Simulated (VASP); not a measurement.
# C (P6_3/mmc) in VASP: a series of runs

The runs below take C through relaxation of cell and atoms, with PBE.

The COD entry that gives the cell may itself be a prediction, so a difference from it is no test against experiment.

Program: VASP 6.6.1. These are calculated values, not measurements. Logs are shortened: lines on timing, memory, paths and dates and some standing lists are left out, and cuts for length are marked.

**1. The structure**

The structure is hexagonal, space group P6_3/mmc (No. 194). Conventional cell: a = 2.522 Å, b = 2.522 Å, c = 8.237 Å, α = 90.00°, β = 90.00°, γ = 120.00°. C (site symmetry 3m) has 4 C at 1.54 Å as nearest neighbours. C (site symmetry 3m) has 4 C at 1.54 Å as nearest neighbours.

This is a hexagonal form of diamond, not graphite.

**2. Relaxation of cell and atoms, PBE**

File INCAR:

```
  PREC = Accurate
  ENCUT = 980
  EDIFF = 1E-7
  ISMEAR = -1
  SIGMA = 0.05
  LREAL = F
  LASPH = T
  NELM = 60
  ALGO = Fast
  ISIF = 3
  LWAVE = F
  LCHARG = F
  GGA = PE
  IBRION = 2
  NSW = 40
  EDIFFG = -0.02
```

File KPOINTS:

```
Automatic mesh
0
Gamma
  12 12 4
```

File POSCAR:

```
C
1.0
    2.5221000000      0.0000000000      0.0000000000
   -1.2610500000      2.1842026709      0.0000000000
    0.0000000000      0.0000000000      8.2371000000
C
8
Direct
    0.6666666667      0.3333333333      0.8437500000
    0.3333333333      0.6666666667      0.3437500000
    0.6666666667      0.3333333333      0.6562500000
    0.3333333333      0.6666666667      0.1562500000
    0.0000000000      0.0000000000      0.9062500000
    0.0000000000      0.0000000000      0.4062500000
    0.0000000000      0.0000000000      0.5937500000
    0.0000000000      0.0000000000      0.0937500000
```

Potentials or basis: VASP PAW PBE potentials, release 64 (C_h).

Started as:

```
$ cat potpaw_PBE.64/C_h/POTCAR > POTCAR
$ mpirun -np 1 vasp_std > vasp.out
```

OUTCAR:

```text
PREC = Accurate
   ENCUT = 980
   EDIFF = 1E-7
   ISMEAR = -1
   LREAL = F
   LASPH = T
   NELM = 60
   ISIF = 3
   GGA = PE
   IBRION = 2
   NSW = 40
   EDIFFG = -0.02

 ion  position               nearest neighbor table
   1  0.667  0.333  0.844-
   2  0.333  0.667  0.344-
   3  0.667  0.333  0.656-
   4  0.333  0.667  0.156-
   5  0.000  0.000  0.906-
   6  0.000  0.000  0.406-
   7  0.000  0.000  0.594-
   8  0.000  0.000  0.094-

  LATTYP: Found a hexagonal cell.
 ALAT       =     2.5221000000
 C/A-ratio  =     3.2659688355

  Lattice vectors:

 A1 = (   2.5221000000,   0.0000000000,   0.0000000000)
 A2 = (  -1.2610500000,   2.1842026709,   0.0000000000)
 A3 = (   0.0000000000,   0.0000000000,   8.2371000000)

Analysis of symmetry for initial positions (statically):
=====================================================================
 Subroutine PRICEL returns:
 Original cell was already a primitive cell.

 Routine SETGRP: Setting up the symmetry group for a
 hexagonal supercell.

 Subroutine GETGRP returns: Found 24 space group operations
 (whereof 12 operations were pure point group operations)
 out of a pool of 24 trial point group operations.

The static configuration has the point symmetry D_3d.
 The point group associated with its full space group is D_6h.

Analysis of symmetry for dynamics (positions and initial velocities):
=====================================================================
 Subroutine PRICEL returns:
 Original cell was already a primitive cell.

 Routine SETGRP: Setting up the symmetry group for a
 hexagonal supercell.

 Subroutine GETGRP returns: Found 24 space group operations
 (whereof 12 operations were pure point group operations)
 out of a pool of 24 trial point group operations.

The dynamic configuration has the point symmetry D_3d.
 The point group associated with its full space group is D_6h.

 Subroutine INISYM returns: Found 24 space group operations
 (whereof 12 operations are pure point group operations),
 and found     1 'primitive' translations

----------------------------------------------------------------------------------------

                                     Primitive cell

  volume of cell :      45.3764

  direct lattice vectors                    reciprocal lattice vectors
     2.522100000  0.000000000  0.000000000     0.396494984  0.228916486  0.000000000
    -1.261050000  2.184202671  0.000000000     0.000000000  0.457832972  0.000000000
     0.000000000  0.000000000  8.237100000     0.000000000  0.000000000  0.121401950

  length of vectors
     2.522100000  2.522100000  8.237100000     0.457832972  0.457832972  0.121401950

  position of ions in fractional coordinates (direct lattice)
     0.666666667  0.333333333  0.843750000
     0.333333333  0.666666667  0.343750000
     0.666666667  0.333333333  0.656250000
     0.333333333  0.666666667  0.156250000
     0.000000000  0.000000000  0.906250000
     0.000000000  0.000000000  0.406250000
     0.000000000  0.000000000  0.593750000
     0.000000000  0.000000000  0.093750000

  ion indices of the primitive-cell ions
   primitive index   ion index
                 1           1
                 2           2
                 3           3
                 4           4
                 5           5
                 6           6
                 7           7
                 8           8

----------------------------------------------------------------------------------------

 KPOINTS: Automatic mesh

Automatic generation of k-mesh.
 Grid dimensions read from file:
 generate k-points for:   12   12    4

 Generating k-lattice:

  Cartesian coordinates                     Fractional coordinates (reciprocal lattice)
     0.033041249  0.019076374  0.000000000     0.083333333  0.000000000  0.000000000
     0.000000000  0.038152748  0.000000000     0.000000000  0.083333333  0.000000000
     0.000000000  0.000000000  0.030350487     0.000000000  0.000000000  0.250000000

  Length of vectors
     0.038152748  0.038152748  0.030350487

[... 44 lines left out ...]
   EFERMI =   0.00;   METHOD = LEGACY
   ISMEAR =    -1;   SIGMA  =   0.05  broadening in eV -4-tet -1-fermi 0-gaus
   EFERMI_NEDOS =   21; number of points for ismear=-14 and -15
   IALGO  =     68    algorithm
   IMIX   =      4    mixing-type and parameters
     AMIX     =   0.40;   BMIX     =  1.00
     AMIX_MAG =   1.60;   BMIX_MAG =  1.00
  volume/ion in A,a.u.               =       5.67        38.28
  Fermi-wavevector in a.u.,A,eV,Ry     =   1.457186  2.753682 28.890486  2.123391
  Thomas-Fermi vector in A             =   2.574017
   LORBIT       =      0    0 simple, 1 ext, 2 COOP (PROOUT), +10 PAW based schemes
   GGA     = PE    functional components
   LHFCALC =     F    Hartree Fock is set to
   AEXX    =    0.0000 exact exchange contribution
   IVDW    =     0    specifies the selected vdW correction
   LEPSILON=     F    determine dielectric tensor
   LRPA    =     F    only Hartree local field effects (RPA)
 conjugate gradient relaxation of ions
 non-spin polarized calculation
 RMM-DIIS sequential band-by-band and
  energy-cutoff  :      980.00
  volume of cell :       45.38
 maximum number of plane-waves:      3198
 NGX is ok and might be reduce to    28
   NGX = 13   NGY = 13   NGZ = 43

--------------------------------------- Ionic step        1  -------------------------------------------

 number of electron      32.0000000 magnetization

 Free energy of the ion-electron system (eV)
  ---------------------------------------------------
  ext. energy  EPLUGINS =         0.00000000
  ---------------------------------------------------
  free energy    TOTEN  =       -72.76038109 eV

  energy without entropy =      -72.76038109  energy(sigma->0) =      -72.76038109

------------------------ aborting loop because EDIFF is reached ----------------------------------------

  FORCE on cell =-STRESS in cart. coord.  units (eV):
  Direction    XX          YY          ZZ          XY          YZ          ZX
  --------------------------------------------------------------------------------------
  -------------------------------------------------------------------------------------
  Total       -0.5476090     -0.5476090      2.9353210      0.0000000      0.0000000      0.0000000
  in kB      -19.3353285    -19.3353285    103.6421975      0.0000000      0.0000000      0.0000000
  external PRESSURE =      21.6571801 kB  Pullay stress =       0.0000000 kB
[... 195 lines left out ...]
  energy  without entropy=      -72.7807780279  energy(sigma->0) =      -72.78077803

--------------------------------------- Ionic step        6  -------------------------------------------

 number of electron      32.0000000 magnetization

 Free energy of the ion-electron system (eV)
  ---------------------------------------------------
  ext. energy  EPLUGINS =         0.00000000
  ---------------------------------------------------
  free energy    TOTEN  =       -72.78089521 eV

  energy without entropy =      -72.78089521  energy(sigma->0) =      -72.78089521

 E-fermi :  11.9574     XC(G=0): -13.3508

 val. band max:       10.9956872756   @ k =   0.0000   0.0000   0.0000
 cond. band min:      15.5356402287   @ k =   0.4167   0.0000   0.0000
 fundamental gap:      4.5399529531
 Fermi energy:        11.9574339247

 k-point     1 :       0.0000    0.0000    0.0000
  band No.  band energies     occupation
      1     -10.5578      2.00000
      2      -8.9201      2.00000
      3      -8.8180      2.00000
      4      -4.9127      2.00000
      5      -2.4631      2.00000
      6       4.1760      2.00000
[... 550 lines left out ...]
      5      -0.1584      2.00000
      6       0.8623      2.00000
[... 13 lines left out ...]
     20      18.4713      0.00000
     21      19.0355      0.00000

 [... further k-points ...]

------------------------ aborting loop because EDIFF is reached ----------------------------------------

  FORCE on cell =-STRESS in cart. coord.  units (eV):
  Direction    XX          YY          ZZ          XY          YZ          ZX
  --------------------------------------------------------------------------------------
  -------------------------------------------------------------------------------------
  Total       -0.0097598     -0.0097598      0.0153556      0.0000000     -0.0000000      0.0000000
  in kB       -0.3429831     -0.3429831      0.5396334      0.0000000     -0.0000000      0.0000000
  external PRESSURE =      -0.0487776 kB  Pullay stress =       0.0000000 kB
[... 23 lines left out ...]
  FREE ENERGIE OF THE ION-ELECTRON SYSTEM (eV)
  ---------------------------------------------------
  free  energy   TOTEN  =       -72.7808952146 eV

  energy  without entropy=      -72.7808952145  energy(sigma->0) =      -72.78089521

 reached required accuracy - stopping structural energy minimisation
```

Wall time 7.9 min (1 thread of Intel Xeon Platinum 8488C (Sapphire Rapids), shared host); peak memory 0.3 GiB.

Results:

```yaml
Free_energy: -72.7809 eV
Relaxed_volume: 5.70 Å³/atom
Relaxed_cell: a = 2.518 Å, b = 2.518 Å, c = 8.303 Å, α = 90.00°, β = 90.00°, γ = 120.00°
Space_group_after_relaxing_to_0.05_Å: P6_3/mmc (No. 194)
Energy_gained_by_relaxing: 2.6 meV/atom
Ionic_steps: 6
Pressure_after_relaxing: 0.0 GPa
Largest_force_after_relaxing: 0.003 eV/Å
Band_gap_on_the_k_mesh: 4.54 eV, indirect (least direct gap 5.30 eV)
```

Forces on the atoms (eV/Å):
```
C    0.000  0.000  0.003
C    0.000  0.000  0.003
C    0.000  0.000 -0.003
C    0.000  0.000 -0.003
C    0.000  0.000  0.002
C    0.000  0.000  0.002
C    0.000  0.000 -0.002
C    0.000  0.000 -0.002
```

The path:
```
step  energy change (eV)  largest force (eV/Å)  pressure (GPa)  volume (Å³)
   1              0.0000                0.3283            2.17        45.38
   2              0.0125                0.4650           -2.43        45.88
   3             -0.0204                0.0401           -0.01        45.59
   4             -0.0204                0.0338            0.03        45.59
   5             -0.0204                0.0360           -0.03        45.59
   6             -0.0205                0.0035            0.00        45.59
```

Final structure:
```yaml
crystal:
  lattice:
    - [2.51793, 0.00000, 0.00000]
    - [-1.25896, 2.18059, 0.00000]
    - [0.00000, 0.00000, 8.30348]
  atoms:
    - { symbol: C, position: [0.66667, 0.33333, 0.84447] }
    - { symbol: C, position: [0.33333, 0.66667, 0.34447] }
    - { symbol: C, position: [0.66667, 0.33333, 0.65553] }
    - { symbol: C, position: [0.33333, 0.66667, 0.15553] }
    - { symbol: C, position: [0.00000, 0.00000, 0.90702] }
    - { symbol: C, position: [0.00000, 0.00000, 0.40702] }
    - { symbol: C, position: [0.00000, 0.00000, 0.59298] }
    - { symbol: C, position: [0.00000, 0.00000, 0.09298] }
```

Levels at points of the mesh, in eV from the valence-band top:
```tsv
k point	band 13	band 14	band 15	band 16	band 17	band 18	band 19	band 20
(0.00, 0.00, 0.00)	-1.72	-0.22	0.00	0.00	5.30	5.30	5.48	7.11
(0.50, 0.00, 0.00)	-4.91	-4.65	-3.66	-2.95	4.61	5.58	5.99	6.03
(0.00, 0.00, 0.50)	-0.65	-0.65	-0.65	-0.65	6.07	6.07	6.07	6.07
(0.50, 0.00, 0.50)	-4.71	-4.71	-3.64	-3.64	4.95	4.95	6.99	6.99
```

A k mesh can miss the band edges. Expect the measured gap to be larger: semilocal functionals such as PBE lack the derivative discontinuity.

(Continued in part 2 of 2.)
